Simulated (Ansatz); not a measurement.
## N: frozen-core PAW against all-electron methods

```
CELL_PARAMETERS angstrom
3.62900 -0.03629 -0.03629
-1.84593 3.16095 -0.01328
-0.05890 -0.05890 5.89000
ATOMIC_POSITIONS crystal
N 0.33333 0.66667 0.25000
N 0.66667 0.33333 0.75000
```

Atom numbers follow the list: N1, N2.

The geometry is COD entry 1539196, unchecked; take it as a test cell. The listed cell was then made from it by scaling, straining or moving an atom.

Methods: DFT, PBE, PAW with Ansatz's default frozen-core files, scalar-relativistic (Ansatz 0.2.0); DFT, PBE, all-electron PAW with datasets made for the crystal, scalar-relativistic (Ansatz 0.2.0); DFT, PBE, all-electron LAPW, scalar-relativistic (Ansatz 0.2.0).

For PAW: a Γ-centred 10×10×5 k mesh, Fermi–Dirac smearing of 0.02 eV, cutoff 420 eV, no spin polarisation. The crystal-made all-electron datasets (AE datasets) take a cutoff of 160 eV at this cell. LAPW targets a basis error of 0.5 meV/atom. The Ansatz runs share mesh, smearing and spin set-up. Plane-wave (PAW) pressures include the program's estimate of the Pulay term.

Stress and pressure are positive in compression.

The change that made this cell: equal xy, yz and zx engineering shear strains of -2 %.

```csv
quantity,PAW,AE datasets,LAPW
pressure (GPa),-7.22,-7.22,-7.22
stress yz (GPa),-0.20,-0.20,-0.20
stress xz (GPa),-0.20,-0.20,-0.20
stress xy (GPa),-0.27,-0.28,-0.28
"force on N1, x (eV/Å)",-0.017,-0.017,-0.017
```

PAW's pressure differs from the LAPW value by about 0.01 GPa or less.
